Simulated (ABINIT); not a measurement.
Here is an ABINIT 10.8.3 (patched build) calculation.

File run.abi:

```
# Datasets: ground state, then fixed potential
ndtset 2

# Pseudopotentials
pp_dirpath "./"
pseudos "Ag.GGA_PBE-JTH.xml"

# Structure
acell 5.4592009917 5.4592009917 5.4592009917
rprim
     0.0000000000     0.7071067812     0.7071067812
     0.7071067812     0.0000000000     0.7071067812
     0.7071067812     0.7071067812     0.0000000000
ntypat 1
znucl 47
natom 1
typat 1
xcart
     0.0000000000     0.0000000000     0.0000000000

# Plane-wave basis
ecut 544.227725 eV
pawecutdg 40.0
pawxcdev 0

# Exchange and correlation
ixc -109134

# Bands and occupations
occopt 3
tsmear 0.00183747

# SCF cycle
nstep 100

# Output
iomode 3
prtwf 0
prteig 0
prtebands 0
enunit 1
prtden1 1
prtvha1 1
prtvclmb1 1
prtpot1 1

# Dataset 1
kptopt1 1
ngkpt1 11 11 11
nshiftk1 1
shiftk1 0.0 0.0 0.0
nband1 10
tolvrs1 1.0e-9

# Dataset 2: bands along G-X-W-K-G-L-U-W-L-K
iscf2 -2
getden2 1
nband2 16
nbdbuf2 4
tolwfr2 1.0e-11
kptopt2 -9
ndivsm2 8
prteig2 1
prtvol2 -3
kptbounds2
     0.0000000000     0.0000000000     0.0000000000
     0.5000000000     0.0000000000     0.5000000000
     0.5000000000     0.2500000000     0.7500000000
     0.3750000000     0.3750000000     0.7500000000
     0.0000000000     0.0000000000     0.0000000000
     0.5000000000     0.5000000000     0.5000000000
     0.6250000000     0.2500000000     0.6250000000
     0.5000000000     0.2500000000     0.7500000000
     0.5000000000     0.5000000000     0.5000000000
     0.3750000000     0.3750000000     0.7500000000
```

Potentials or basis: JTH PAW PBE v2.0.

Run with:

```bash
$ abinit run.abi > log 2>&1
```

Question: What does it give for the pressure?

Answer: 4.3 GPa.

Question: Estimate the band gap on the k mesh.

Answer: None (metal or under the smearing width).

Levels at the corners of the path, in eV from the Fermi level:
```
point  band 2  band 3  band 4  band 5  band 6  band 7  band 8  band 9
    Γ   -5.09   -5.09   -5.09   -4.06   -4.06   16.51   19.86   19.86
    X   -6.58   -3.29   -3.05   -3.05    1.37    6.45   10.53   10.53
    W   -5.35   -5.35   -4.05   -3.05    5.71    5.71    6.74    7.97
    K   -5.86   -4.36   -3.83   -3.33    4.04    5.02    6.88   12.62
    Γ   -5.09   -5.09   -5.09   -4.06   -4.06   16.51   19.86   19.86
    L   -5.11   -5.11   -3.26   -3.26   -0.63    3.31   15.61   17.90
    U   -5.86   -4.36   -3.83   -3.33    4.04    5.02    6.88   12.62
    W   -5.35   -5.35   -4.05   -3.05    5.71    5.71    6.74    7.97
    L   -5.11   -5.11   -3.26   -3.26   -0.63    3.31   15.61   17.90
    K   -5.86   -4.36   -3.83   -3.33    4.04    5.02    6.88   12.62
```

Caveat: the PAW data sets were made with another functional, which shifts forces and pressure a little.
